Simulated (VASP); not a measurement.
The system is SnO2 (Cassiterite).

```
Sn O
1.0
     4.73800    0.00000    0.00000
     0.00000    4.73800    0.00000
     0.00000    0.00000    3.18650
Sn O
2 4
Cartesian
  2.3690 2.3690 1.5933
  0.0000 0.0000 0.0000
  3.8240 0.9140 1.5933
  3.2830 3.2830 0.0000
  0.9140 3.8240 1.5933
  1.4550 1.4550 0.0000
```

Base run:

| Item | Value |
| --- | --- |
| Program | VASP 6.6.1 |
| Functional | LAK |
| Potentials or basis | VASP PAW PBE potentials, release 64 (Sn_d, O) |
| Cutoff | 520 eV |
| k mesh | 6 × 6 × 8 |
| Occupations | fermi-dirac, width 0.05 eV |
| Spin | no spin polarisation |

Its results: band gap on the k mesh 2.40 eV, direct; pressure 8.2 GPa; largest force 0.321 eV/Å.

**Question.** After a change of settings the same cell gave: band gap on the k mesh 1.99 eV, direct; pressure 4.5 GPa; largest force 0.277 eV/Å. Which change was it?
A. functional from LAK to r2SCAN; further incar settings from ALGO = Normal; EDIFF = 1e-06; NBANDS = 35 to ALGO = Normal; EDIFF = 1e-07
B. functional from LAK to TPSS; further incar settings from ALGO = Normal; EDIFF = 1e-06; NBANDS = 35 to ALGO = Normal; EDIFF = 1e-07; NBANDS = 35
C. functional from LAK to PBEsol; further incar settings from ALGO = Normal; EDIFF = 1e-06; NBANDS = 35 to ALGO = Normal; EDIFF = 1e-07; NBANDS = 35
D. functional from LAK to SCAN; further incar settings from ALGO = Normal; EDIFF = 1e-06; NBANDS = 35 to ALGO = Normal; EDIFF = 1e-07; NBANDS = 35

**Answer.** A.

Caveats: the PAW data sets were made with another functional, which shifts forces and pressure a little; spin-orbit coupling is left out, which moves the levels of the heavy elements.

Not every run made on this cell is shown here.
